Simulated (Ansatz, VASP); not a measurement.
## La: VASP beside Ansatz

INCAR

```
ALGO = Normal ; EDIFF = 1E-7
ENCUT = 520 ; GGA = PE
ISIF = 2 ; ISMEAR = -1
LASPH = T ; LCHARG = F
LREAL = F ; LWAVE = F
NBANDS = 18 ; NELM = 60
PREC = Accurate ; SIGMA = 0.05
```

Contents of KPOINTS:

```
k-points
0
Gamma
  8 8 5
```

POSCAR

```
La
1.0
    3.7500000000      0.0000000000      0.0000000000
   -1.8750000000      3.2475952642      0.0000000000
    0.0000000000      0.0000000000      6.0700000000
La
2
Direct
    0.6607810000      0.3122920000      0.7432630000
    0.3326420000      0.6590090000      0.2516110000
```

The input input.yaml:

```yaml
crystal:
  lattice:
    - [3.75, 0.0, 0.0]
    - [-1.875, 3.2475952642, 0.0]
    - [0.0, 0.0, 6.07]
  atoms:
    - { symbol: La, position: [0.660781, 0.312292, 0.743263] }
    - { symbol: La, position: [0.332642, 0.659009, 0.251611] }
hamiltonian:
  xc: pbe
  pseudopotentials: { kind: paw }
kpoints:
  mp_grid: { grid: [8, 8, 5] }
scf:
  occupations: { method: fermi_dirac, width: 0.05 }
output:
  forces: true
  stress: true
  eigenvalues: true
  write_density: true
  write_potential: true
  elf: true
  volumetric_format: npy
```

Change from the starting cell: atoms moved at random, drawn with an rms of 0.05 Å.

Alike in both runs: task single point; functional PBE; k mesh 8 × 8 × 5; occupations fermi-dirac, width 0.05 eV; no spin polarisation.

```csv
,VASP,Ansatz
version,VASP 6.6.1,Ansatz 0.2.0
potentials or method,"VASP PAW PBE potentials, release 64 (La)",Ansatz PAW
plane-wave cutoff (eV),520,420
valence electrons in the cell,22,22
```

VASP gave:

| Quantity | Value |
| --- | --- |
| gap on the k mesh at the Fermi level (eV) | none |
| pressure (GPa) | 0.8 |
| largest component of the traceless stress (GPa) | 0.20 |
| rms of the force components (eV/Å) | 0.044 |

**Question.** Which values does Ansatz return?

**Answer.** gap on the k mesh at the Fermi level (eV): none; pressure (GPa): 0.7; largest component of the traceless stress (GPa): 0.21; rms of the force components (eV/Å): 0.044.

Atom by atom the forces differ by 0.001 eV/Å (rms over components). A gap of «none» marks a metal or a gap that the smearing closes.

The runs have no spin-orbit coupling, so splittings on La are missing.
